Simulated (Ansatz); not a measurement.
The system is ZnCu2SnS4.

```xyz
8
Lattice="-2.7171 2.7171 5.4248 2.7171 -2.7171 5.4248 2.7171 2.7171 -5.4248" Properties=species:S:1:pos:R:3 pbc="T T T"
Sn    0.0000    0.0000    5.4248
Zn    2.7171    0.0000    2.7124
Cu    0.0000    2.7171    2.7124
Cu    0.0000    0.0000    0.0000
S     1.3944    1.3922    4.0338
S    -1.3922    1.3944    6.8158
S     1.3227    1.3249   -1.3910
S     4.1093    1.3227    1.3910
```

| Property | Result |
| --- | --- |
| Program | Ansatz 0.2.0 |
| Task | relaxation of cell and atoms |
| Functional | PBEsol |
| Potentials or basis | Ansatz PAW |
| Cutoff | 420 eV (not typed: the program's choice for these potentials) |
| k mesh | 7 × 7 × 7 |
| Occupations | fermi-dirac, width 0.05 eV |
| Spin | no spin polarisation |

At the start: volume 20.02 Å³/atom.

Q: How do energy, volume and symmetry change on relaxing?

A: It ends after 5 steps and the volume is 19.41 Å³/atom (-3.1 %); space group I-4 (No. 82, to 0.05 Å).

The path:
| step | energy change (eV) | largest force (eV/Å) | volume (Å³) |
| --- | --- | --- | --- |
| 1 | 0.0000 | 0.6610 | 160.20 |
| 2 | -0.0931 | 0.2803 | 158.27 |
| 3 | -0.1233 | 0.0313 | 154.37 |
| 4 | -0.1245 | 0.0085 | 155.28 |
| 5 | -0.1229 | 0.0087 | 155.28 |

Final structure:
```
Sn Zn Cu S
1.0
    -2.68774    2.68774    5.37369
     2.68774   -2.68774    5.37369
     2.68774    2.68774   -5.37369
Sn Zn Cu S
1 1 2 4
Direct
  0.50000 0.50000 0.00000
  0.25000 0.75000 0.50000
  0.75000 0.25000 0.50000
  0.00000 0.00000 0.00000
  0.63847 0.62964 0.52807
  0.88960 0.36153 0.99117
  0.10157 0.11040 0.47193
  0.37036 0.89843 0.00883
```

Caveat: the plane-wave basis is chosen anew once the cell has moved, so the energies of steps on either side of that aren't comparable; the PAW data sets come from PBE, with cores solved anew for the run's functional, which leaves a small shift of forces and pressure.
